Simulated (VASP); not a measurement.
# MoS2 (R3m) in VASP: a series of runs, part 2 of 2

VASP 6.6.1.

## Step 3: Single point, HSE06, collinear spin, antiferromagnetic start

The input, POSCAR:

```
MoS2
1.0
    1.5814998900      0.9130793900      6.1233282100
   -1.5814998900      0.9130793900      6.1233282100
    0.0000000000     -3.6523175600     12.2466564200
Mo S
2 4
Direct
    0.0000000000      0.0000000000      0.0000000000
    0.0000000000      0.0000000000      0.5000000000
    0.7484000000      0.7484000000      0.3742000000
    0.5849000000      0.5849000000      0.2924500000
    0.7484000000      0.7484000000      0.8742000000
    0.5849000000      0.5849000000      0.7924500000
```

The input, INCAR.step1:

```
SYSTEM = MoS2
  PREC = Accurate
  ENCUT = 450
  EDIFF = 1E-5
  ISMEAR = 0
  SIGMA = 0.05
  LREAL = .FALSE.
  LASPH = .TRUE.
  NELM = 60
  ALGO = Normal
  ISIF = 2
  LWAVE = .TRUE.
  ISPIN = 2
  MAGMOM = 1 -1 0 0 0 0
  LORBIT = 11
  LMAXMIX = 4
  GGA = PE
```

The input, INCAR.step2:

```
SYSTEM = MoS2
  PREC = Accurate
  ENCUT = 450
  EDIFF = 1E-7
  ISMEAR = 0
  SIGMA = 0.05
  LREAL = .FALSE.
  LASPH = .TRUE.
  NELM = 60
  ALGO = Normal
  ISIF = 2
  LWAVE = .FALSE.
  LCHARG = .TRUE.
  ISPIN = 2
  MAGMOM = 1 -1 0 0 0 0
  LORBIT = 11
  LMAXMIX = 4
  GGA = PE
  LHFCALC = .TRUE.
  HFSCREEN = 0.2
  PRECFOCK = Fast
  LELF = .TRUE.
  LVHAR = .TRUE.
  ISTART = 1
```

The input, KPOINTS:

```
regular mesh
0
G
  3 3 2
  0 0 0
```

Potentials or basis: VASP PAW PBE potentials, release 64 (Mo_sv, S).

Command:

```console
> cat potpaw_PBE.64/Mo_sv/POTCAR potpaw_PBE.64/S/POTCAR > POTCAR
> cp INCAR.step1 INCAR
> mpirun -np 1 vasp_std > vasp.out
> cp INCAR.step2 INCAR
> mpirun -np 1 vasp_std > vasp.out
```

OUTCAR:

```text
SYSTEM = MoS2
   PREC = Accurate
   ENCUT = 450
   EDIFF = 1E-7
   ISMEAR = 0
   LREAL = .FALSE.
   LASPH = .TRUE.
   NELM = 60
   ISIF = 2
   ISPIN = 2
   LORBIT = 11
   GGA = PE
   LHFCALC = .TRUE.
   HFSCREEN = 0.2
   PRECFOCK = Fast
   ISTART = 1

 ion  position               nearest neighbor table
   1  0.000  0.000  0.000-   5 2.36   5 2.36   3 2.36   6 2.36   6 2.36   4 2.36   2 3.16   2 3.16
                             2 3.16   2 3.16
   2  0.000  0.000  0.500-   3 2.36   3 2.36   5 2.36   4 2.36   4 2.36   6 2.36   1 3.16   1 3.16
                             1 3.16   1 3.16
   3  0.748  0.748  0.374-   2 2.36   2 2.36   1 2.36
   4  0.585  0.585  0.292-   2 2.36   2 2.36   1 2.36
   5  0.748  0.748  0.874-   1 2.36   1 2.36   2 2.36
   6  0.585  0.585  0.792-   1 2.36   1 2.36   2 2.36

  LATTYP: Found a base centered monoclinic cell.
 ALAT       =    12.3820615957
 B/A-ratio  =     0.2554501733
 C/A-ratio  =     0.4424526802
 COS(beta)  =    -0.1474842267

  Lattice vectors:

 A1 = (   1.5814998900,   0.9130793900,   6.1233282100)
 A2 = (  -1.5814998900,   0.9130793900,   6.1233282100)
 A3 = (   0.0000000000,  -5.4784763400,   0.0000000000)

Analysis of symmetry for initial positions (statically):
=====================================================================
 Subroutine PRICEL returns following result:

  LATTYP: Found a trigonal (rhomboedric) cell.
 ALAT       =     6.3898360106
 COS(alpha) =     0.8774851015
[... 12 lines left out ...]
 Subroutine GETGRP returns: Found  2 space group operations
 (whereof  2 operations were pure point group operations)
 out of a pool of  4 trial point group operations.

The static configuration has the point symmetry C_1h.

Analysis of symmetry for dynamics (positions and initial velocities):
=====================================================================
 Subroutine PRICEL returns following result:

  LATTYP: Found a trigonal (rhomboedric) cell.
 ALAT       =     6.3898360106
 COS(alpha) =     0.8774851015
[... 195 lines left out ...]
 k-point     1 :       0.0000    0.0000    0.0000
  band No.  band energies     occupation
      1     -58.2600      1.00000
      2     -58.2094      1.00000
      3     -31.2798      1.00000
      4     -31.0460      1.00000
      5     -30.9428      1.00000
      6     -30.8560      1.00000
[... 261 lines left out ...]
     30      10.1248      0.00000
     31      10.8962      0.00000
 Fermi energy:         7.4903337970

 spin component 2

 k-point     1 :       0.0000    0.0000    0.0000
  band No.  band energies     occupation
      1     -58.2600      1.00000
      2     -58.2094      1.00000
      3     -31.2798      1.00000
      4     -31.0460      1.00000
      5     -30.9428      1.00000
      6     -30.8560      1.00000
[... 261 lines left out ...]
     30      10.1248      0.00000
     31      10.8962      0.00000

------------------------ aborting loop because EDIFF is reached ----------------------------------------

  FORCE on cell =-STRESS in cart. coord.  units (eV):
  Direction    XX          YY          ZZ          XY          YZ          ZX
  --------------------------------------------------------------------------------------
  -------------------------------------------------------------------------------------
  Total        1.6407464      0.4136505      5.7831101      0.0000000      0.1516208      0.0000000
  in kB       24.7745366      6.2459374     87.3223782      0.0000000      2.2894068      0.0000000
  external PRESSURE =      39.4476174 kB  Pullay stress =       0.0000000 kB

 VOLUME and BASIS-vectors are now :
 -----------------------------------------------------------------------------
  energy-cutoff  :      450.00
  volume of cell :      106.11
      direct lattice vectors                 reciprocal lattice vectors
     1.581499890  0.913079390  6.123328210     0.316155571  0.182532503  0.054436627
    -1.581499890  0.913079390  6.123328210    -0.316155571  0.182532503  0.054436627
     0.000000000 -3.652317560 12.246656420     0.000000000 -0.182532503  0.027218313

 POSITION                                       TOTAL-FORCE (eV/Angst)
 -----------------------------------------------------------------------------------
      0.00000      0.00000      0.00000         0.000000      0.124198      0.010677
      0.00000     -1.82616      6.12333         0.000000      0.124198      0.010677
      0.00000     -0.00000     13.74810         0.000000     -0.080123      0.697338
      0.00000     -0.00000     10.74460         0.000000     -0.044074     -0.708015
      0.00000     -1.82616     19.87142         0.000000     -0.080123      0.697338
      0.00000     -1.82616     16.86793         0.000000     -0.044074     -0.708015
 -----------------------------------------------------------------------------------
    total drift:                               -0.000000     -0.000019     -0.000038

  FREE ENERGIE OF THE ION-ELECTRON SYSTEM (eV)
  ---------------------------------------------------
  free  energy   TOTEN  =       -52.4540811989 eV

  energy  without entropy=      -52.4540811989  energy(sigma->0) =      -52.45408120

 total charge

# of ion       s       p       d       tot
------------------------------------------
    1        2.307   6.249   3.983  12.540
    2        2.307   6.249   3.983  12.540
    3        1.359   2.376   0.000   3.734
    4        1.359   2.375   0.000   3.735
    5        1.359   2.376   0.000   3.734
    6        1.359   2.375   0.000   3.735
--------------------------------------------------
tot         10.050  22.001   7.967  40.017

 magnetization (x)

# of ion       s       p       d       tot
------------------------------------------
    1       -0.000  -0.000  -0.000  -0.000
    2        0.000   0.000   0.000   0.000
    3       -0.000  -0.000   0.000  -0.000
    4       -0.000  -0.000   0.000  -0.000
    5        0.000   0.000   0.000   0.000
    6        0.000   0.000   0.000   0.000
--------------------------------------------------
tot          0.000   0.000   0.000   0.000
```

OUTCAR.step1:

```text
SYSTEM = MoS2
   PREC = Accurate
   ENCUT = 450
   EDIFF = 1E-5
   ISMEAR = 0
   LREAL = .FALSE.
   LASPH = .TRUE.
   NELM = 60
   ISIF = 2
   ISPIN = 2
   LORBIT = 11
   GGA = PE

[... 832 lines left out ...]
    5        1.364   2.366   0.000   3.730
    6        1.365   2.366   0.000   3.731
--------------------------------------------------
tot         10.068  21.942   8.078  40.088

 magnetization (x)

# of ion       s       p       d       tot
------------------------------------------
    1       -0.000  -0.000   0.000   0.000
    2        0.000   0.000  -0.000  -0.000
    3       -0.000   0.000   0.000   0.000
    4       -0.000   0.000   0.000   0.000
    5        0.000  -0.000   0.000  -0.000
    6        0.000  -0.000   0.000  -0.000
--------------------------------------------------
tot          0.000   0.000   0.000   0.000
```

OSZICAR.step1:

```text
N       E                     dE             d eps       ncg     rms          rms(c)
DAV:   1     0.408573778750E+03    0.40857E+03   -0.26394E+04  1104   0.143E+03
DAV:   2    -0.215987401451E+02   -0.43017E+03   -0.42001E+03  1211   0.381E+02
DAV:   3    -0.455794947427E+02   -0.23981E+02   -0.23842E+02  1315   0.775E+01
DAV:   4    -0.460251313616E+02   -0.44564E+00   -0.44416E+00  1211   0.109E+01
DAV:   5    -0.460359705894E+02   -0.10839E-01   -0.10835E-01  1270   0.168E+00    0.384E+01
DAV:   6    -0.440089974297E+02    0.20270E+01   -0.19828E+01  1083   0.245E+01    0.145E+01
DAV:   7    -0.436182468772E+02    0.39075E+00   -0.57434E+00  1062   0.132E+01    0.940E+00
DAV:   8    -0.434782548382E+02    0.13999E+00   -0.66835E-01  1241   0.480E+00    0.321E+00
DAV:   9    -0.434811860868E+02   -0.29312E-02   -0.12939E-01  1246   0.166E+00    0.121E+00
DAV:  10    -0.434781440971E+02    0.30420E-02   -0.18556E-02  1257   0.799E-01    0.511E-01
DAV:  11    -0.434784981364E+02   -0.35404E-03   -0.23208E-03  1309   0.268E-01    0.118E-01
DAV:  12    -0.434784762741E+02    0.21862E-04   -0.57787E-04  1322   0.136E-01    0.527E-02
DAV:  13    -0.434784943840E+02   -0.18110E-04   -0.62721E-05  1053   0.443E-02    0.176E-02
DAV:  14    -0.434785088626E+02   -0.14479E-04   -0.19783E-05   971   0.230E-02    0.815E-03
DAV:  15    -0.434785128299E+02   -0.39673E-05   -0.36190E-06   776   0.106E-02
   1 F= -.43478513E+02 E0= -.43478513E+02  d E =-.171834E-21  mag=     0.0000
```

Run time: 75 min. Hardware: 1 thread of AMD EPYC 7R13 (Zen 3), shared host; peak memory 0.7 GiB.

What came out:

```
Free energy                                           : -52.4541 eV
Pressure                                              : 3.9 GPa
Largest force                                         : 0.709 eV/Å
Band gap on the k mesh                                : 1.56 eV
Net moment                                            : 0.00 μB per cell
Valence electrons inside the program's atomic spheres : Mo 12.54; S 3.73
```

Forces on the atoms (eV/Å):
```
Mo   0.000  0.124  0.011
Mo   0.000  0.124  0.011
S    0.000 -0.080  0.697
S    0.000 -0.044 -0.708
S    0.000 -0.080  0.697
S    0.000 -0.044 -0.708
```

Caveat: the k mesh is coarse (spacing up to 0.77 Å⁻¹), so the values aren't converged, least of all with exact exchange; the PAW data sets were made with another functional, which shifts forces and pressure a little; an odd mesh through Γ misses points on the zone boundary, where band edges often lie.
